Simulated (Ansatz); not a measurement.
# Hf3SiO8: the cost of one run

Computed with Ansatz 0.2.0 (DFT PBE, scalar-relativistic, plane waves, PAW, unless a step's input says otherwise).

## 1. Starting point

It takes space group I4/mmm (No. 139, tetragonal). The conventional cell has a = 5.273 Å, b = 5.273 Å, c = 10.546 Å, α = 90.00°, β = 90.00°, γ = 90.00°. Hf (site symmetry -4m2) has 8 O at 2.28 Å as nearest neighbours. Hf (site symmetry 4/mmm) has 8 O at 2.28 Å as nearest neighbours. Si (site symmetry 4/mmm) has 8 O at 2.28 Å as nearest neighbours. O (site symmetry m) has 3 Hf at 2.28 Å and 1 Si at 2.28 Å as nearest neighbours.

As a file:

```
CELL_PARAMETERS angstrom
-2.63653 2.63653 5.27305
2.63653 -2.63653 5.27305
2.63653 2.63653 -5.27305
ATOMIC_POSITIONS crystal
Hf 0.75000 0.25000 0.50000
Hf 0.50000 0.50000 0.00000
Hf 0.25000 0.75000 0.50000
Si 0.00000 0.00000 0.00000
O 0.37500 0.37500 0.50000
O 0.12500 0.62500 0.00000
O 0.87500 0.87500 0.50000
O 0.62500 0.12500 0.00000
O 0.62500 0.62500 0.50000
O 0.37500 0.87500 0.00000
O 0.12500 0.12500 0.50000
O 0.87500 0.37500 0.00000
```

The start is an ordering of an alloy on its end members' structure types: elements ordered on the sites of the HfO2 type, Hf/Si on Hf (I4/mmm, No. 139).

## 2. Probe: one point on a coarse mesh

Input file input.yaml:

```yaml
crystal:
  lattice:
    - [-2.6365257, 2.6365257, 5.27305141]
    - [2.6365257, -2.6365257, 5.27305141]
    - [2.6365257, 2.6365257, -5.27305141]
  atoms:
    - { symbol: Hf, position: [0.75, 0.25, 0.5] }
    - { symbol: Hf, position: [0.5, 0.5, 0.0] }
    - { symbol: Hf, position: [0.25, 0.75, 0.5] }
    - { symbol: Si, position: [0.0, 0.0, 0.0] }
    - { symbol: O, position: [0.375, 0.375, 0.5] }
    - { symbol: O, position: [0.125, 0.625, 0.0] }
    - { symbol: O, position: [0.875, 0.875, 0.5] }
    - { symbol: O, position: [0.625, 0.125, 0.0] }
    - { symbol: O, position: [0.625, 0.625, 0.5] }
    - { symbol: O, position: [0.375, 0.875, 0.0] }
    - { symbol: O, position: [0.125, 0.125, 0.5] }
    - { symbol: O, position: [0.875, 0.375, 0.0] }
basis:
  ecutwfc: 420
kpoints:
  mp_grid: { grid: [6, 6, 6] }
hamiltonian:
  xc: pbe
scf:
  occupations: { method: gaussian, width: 0.1 }
  lower_state_search: "off"
output:
  forces: true
  stress: true
  eigenvalues: true
```

The run is started by

```sh
$ ansatz run input.yaml --threads 1 --pin off --max-ram 2560MiB --backend cpu --events-out ev --progress --plain --runs-dir out
```

**Question.** How long does this run take on 1 thread of Intel Xeon 6975P-C (Granite Rapids), shared host, and how much memory does it need?

About 11 s, with a peak of 0.61 GiB.
